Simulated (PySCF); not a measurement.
Runs of PySCF 2.14.0 on PbS (Galena). Symmetry: Fm-3m, No. 225, cubic system. The conventional cell has a = 5.931 Å, b = 5.931 Å, c = 5.931 Å, α = 90.00°, β = 90.00°, γ = 90.00°. Around Pb (site symmetry m-3m) lie 6 S at 2.97 Å. S (site symmetry m-3m) has 6 Pb at 2.97 Å as nearest neighbours. 

```csv
task,level,potentials or basis,k mesh,smearing,density cutoff,potentials,conv_tol,max_cycle,grid for exchange and correlation,mesh quality,gap on the mesh (eV),V0 of scaled cells (Å³/atom),B0 (GPa)
atomic charges,PBE,DZVP-MOLOPT-HYB/GTH-HYB (UZH) (potentials made for PBE0),2 × 2 × 2,fixed,55 Ha,"Pb GTH-HYB-q4, S GTH-HYB-q6",1e-07 Ha,60,uniform,coarse,0.03,-,-
atomic charges,B3LYP,DZVP-MOLOPT-HYB/GTH-HYB (UZH) (potentials made for PBE0),2 × 2 × 2,fixed,55 Ha,"Pb GTH-HYB-q4, S GTH-HYB-q6",1e-07 Ha,60,uniform,coarse,(a),-,-
equation of state,PBE,DZVP-MOLOPT-SR/GTH-PBE (potentials made for PBE),6 × 6 × 6,fermi-dirac 0.05 eV,66 Ha,"Pb GTH-PBE-q4, S GTH-PBE-q6",-,-,-,not flagged,-,27.09,53
atomic charges,HF,DZVP-MOLOPT-MGGA/GTH-MGGA (UZH) (potentials made for SCAN),2 × 2 × 2,fixed,56 Ha,"Pb GTH-MGGA-q4, S GTH-MGGA-q6",1e-07 Ha,60,-,coarse,(b),-,-
CCSD(T) correlation energy,HF,DZVP-MOLOPT-HYB/GTH-HYB (UZH) (potentials made for PBE0),2 × 2 × 2,fixed,55 Ha,"Pb GTH-HYB-q4, S GTH-HYB-q6",1e-08 Ha,60,-,coarse,6.83,-,-
EOM-CCSD ionisation and attachment energies,HF,DZVP-MOLOPT-HYB/GTH-HYB (UZH) (potentials made for PBE0),2 × 2 × 2,fixed,55 Ha,"Pb GTH-HYB-q4, S GTH-HYB-q6",1e-08 Ha,60,-,coarse,6.83,-,-
equation of state,PBEsol,DZVP-MOLOPT-SR/GTH-PBE (potentials made for PBE),5 × 5 × 5,fermi-dirac 0.05 eV,66 Ha,"Pb GTH-PBE-q4, S GTH-PBE-q6",-,-,-,coarse,-,26.34,57
```

Alike in all rows: no spin polarisation; cell as given.

Question: Estimate the missing entries.

Answer: (a) 1.51; (b) 6.88.

Caveats: some runs use coarse meshes; the basis of atomic orbitals isn't converged, which shifts pressures, moduli and gaps; the potentials were made for another functional, which shifts forces and pressure (some runs); spin-orbit coupling is left out, which as a rule narrows the gap of such compounds by several tenths of an eV (some runs); on so small a mesh gaps with full-range exact exchange can be off by tenths of an eV to over 1 eV (some runs); mesh and basis are far too small for converged many-body values: gaps can be off by tenths of an eV to over 1 eV, and much correlation energy is missing (some runs); the iterative solver can pass over a root and still report convergence (some runs).

A k mesh can miss the band edges, and the runs leave out spin-orbit coupling on Pb.
